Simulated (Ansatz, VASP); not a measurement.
# Eu: VASP beside Ansatz

INCAR

```
ALGO = Normal
EDIFF = 1E-7
ENCUT = 520
GGA = PE
ISIF = 2
ISMEAR = -1
ISPIN = 2
LASPH = True
LCHARG = False
LMAXMIX = 6
LORBIT = 11
LREAL = False
LWAVE = False
MAGMOM = 7
NBANDS = 18
NELM = 100
PREC = Accurate
SIGMA = 0.05
```

File KPOINTS:

```
k-points
0
Gamma
  8 8 8
```

The input POSCAR:

```
Eu
1.0
   -2.3030000000      2.3030000000      2.3030000000
    2.3030000000     -2.3030000000      2.3030000000
    2.3030000000      2.3030000000     -2.3030000000
Eu
1
Direct
    0.0000000000      0.0000000000      0.0000000000
```

Contents of input.yaml:

```yaml
crystal:
  lattice:
    - [-2.303, 2.303, 2.303]
    - [2.303, -2.303, 2.303]
    - [2.303, 2.303, -2.303]
  atoms:
    - { symbol: Eu, position: [0.0, 0.0, 0.0], spin: 7.0 }
hamiltonian:
  xc: pbe
  pseudopotentials: { kind: paw }
magnetization:
  spin_polarized: true
kpoints:
  mp_grid: { grid: [8, 8, 8] }
scf:
  occupations: { method: fermi_dirac, width: 0.05 }
output:
  forces: true
  stress: true
  eigenvalues: true
  write_density: true
  write_potential: true
  elf: true
  volumetric_format: npy
```

Alike in both runs: task single point; functional PBE; k mesh 8 × 8 × 8; occupations fermi-dirac, width 0.05 eV; collinear spin, ferromagnetic start.

|  | VASP | Ansatz |
| --- | --- | --- |
| version | VASP 6.6.1 | Ansatz 0.2.0 |
| potentials or method | VASP PAW PBE potentials, release 64 (Eu) | Ansatz PAW |
| plane-wave cutoff (eV) | 520 | 420 |
| valence electrons in the cell | 17 | 17 |

```csv
,VASP,Ansatz,Ansatz less VASP
gap on the k mesh at the Fermi level (eV),none,none,-
pressure (GPa),-1.8,-1.6,+0.26
net moment per atom (μB),7.37,7.37,+0.003
size of the moment on the site where the two differ most (μB),6.70,7.10,+0.392
```

Site moments also hang on the region over which each program counts them. A gap of «none» marks a metal or a gap that the smearing closes. The functional is the same, so the differences come from potentials, cutoffs and numerics.

Caveats: spin-orbit coupling is left out, which moves the levels of the heavy elements. The state reached can hang on the start; a lower one may exist.
